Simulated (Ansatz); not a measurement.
**Ionic part of the dielectric constant of BN at 12 GPa, mode by mode**

Method: DFT PBE+D3(BJ), scalar-relativistic, plane waves, PAW (Ansatz 0.2.0). Settings: 420 eV plane-wave cutoff, Γ-centred 12×12×12 mesh, fixed occupations. No spin polarisation. Phonons by linear response, acoustic sum rule imposed.

It takes space group R3m (No. 160, trigonal). Conventional cell: a = 2.483 Å, b = 2.483 Å, c = 8.385 Å, α = 90.00°, β = 90.00°, γ = 120.00°. Around B (site symmetry 3m) lie 3 N at 1.43 Å. N (site symmetry 3m) has 3 B at 1.43 Å as nearest neighbours.

The primitive cell has V = 14.92 Å³ and ε∞,xx = 5.331. Each polar mode adds Δε = (4.92064×10⁷/V)·S/ν² along x, with S its oscillator strength in e²/amu, ν in cm⁻¹ and V in Å³.

**Question.** From these modes, find each Δε and ε0,xx.
| ν (cm⁻¹) | S_xx (e²/amu) |
| --- | --- |
| 1406.3 | 1.169 |

**Answer.**
```json
{"ν (cm⁻¹)": "1406.3", "Δε": "1.95"}
```

The sum is 1.949, so ε0,xx = 7.28; the run's tensor has 7.28.

**Question.** Where do the longitudinal modes lie for a wave vector along x?

**Answer.** At 1643 cm⁻¹. The Lyddane–Sachs–Teller product Π(ν_LO/ν_TO)² = 1.37 matches ε0/ε∞ = 1.37.

This form isn't the usual stable structure of the compound at low pressure.

Cost: 1 run of about 0.39 core-minutes, on Intel Xeon 6975P-C (Granite Rapids) (shared hosts).